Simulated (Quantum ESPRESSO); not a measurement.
The system is TaN.

```
Ta N
1.0
     0.00000    2.21132    2.21132
     2.21132    0.00000    2.21132
     2.21132    2.21132    0.00000
Ta N
1 1
Direct
  0.50000 0.50000 0.50000
  0.00000 0.00000 0.00000
```

The cell comes from a database or a generator and needn't be the stable form of this composition.

| Property | Result |
| --- | --- |
| Program | Quantum ESPRESSO 7.5 |
| Task | phonons and electron-phonon coupling |
| Functional | LDA |
| Potentials or basis | GBRV 1.5 LDA |
| Cutoff | 762 eV |
| Density cutoff | 6095 eV |
| k mesh | 8 × 8 × 8 |
| Occupations | methfessel-paxton, width 0.272 eV |
| Spin | no spin polarisation |
| Form of the LDA correlation | PZ81 |
| Mixing beta | 0.5 |
| Most SCF iterations | 120 |
| SCF threshold | 4e-10 Ry |
| q mesh | 4 × 4 × 4 |

The cell and the atoms were relaxed first, to 10.29 Å³/atom (a = 3.076 Å, b = 3.076 Å, c = 3.076 Å, α = 60.00°, β = 60.00°, γ = 60.00°), and the response was taken there.

Question: Is this structure dynamically stable at this level, and how far does the spectrum reach?

Answer: No: the interpolated spectrum has imaginary modes, down to 234i cm⁻¹ near X. The highest frequency is 631 cm⁻¹.

Phonon frequencies at the corners of the path (cm⁻¹, interpolated; i marks imaginary ones):
| point | frequencies |
| --- | --- |
| Γ | 0 0 0 456 456 456 |
| X | 234i 69i 69i 467 475 475 |
| W | 214i 214i 93 389 389 605 |
| K | 181i 93i 65i 418 530 550 |
| L | 16 81 81 495 572 572 |
| U | 181i 93i 65i 418 530 550 |

Phonon states per cell in windows of 50 cm⁻¹ (negative: imaginary):
```csv
from (cm⁻¹),total,Ta,N
-250,0.02,0.02,0.00
-200,0.18,0.15,0.03
-150,0.27,0.23,0.03
-100,0.29,0.27,0.03
-50,0.26,0.24,0.02
0,0.32,0.30,0.02
50,0.96,0.92,0.03
100,0.68,0.67,0.01
150,0.01,0.01,0.00
200,0.00,0.00,0.00
250,0.00,0.00,0.00
300,0.00,0.00,0.00
350,0.02,0.00,0.02
400,0.46,0.06,0.40
450,0.75,0.06,0.69
500,0.50,0.02,0.48
550,0.75,0.02,0.73
600,0.52,0.00,0.52
```

Caveat: the mesh is thin for the phonons of a metal; some modes are imaginary; the interpolated spectrum has imaginary branches, which spoil the λ, ω_log and α²F that the log prints; λ from interpolated matrix elements is rough: modes that symmetry makes equal can differ by tens of percent.
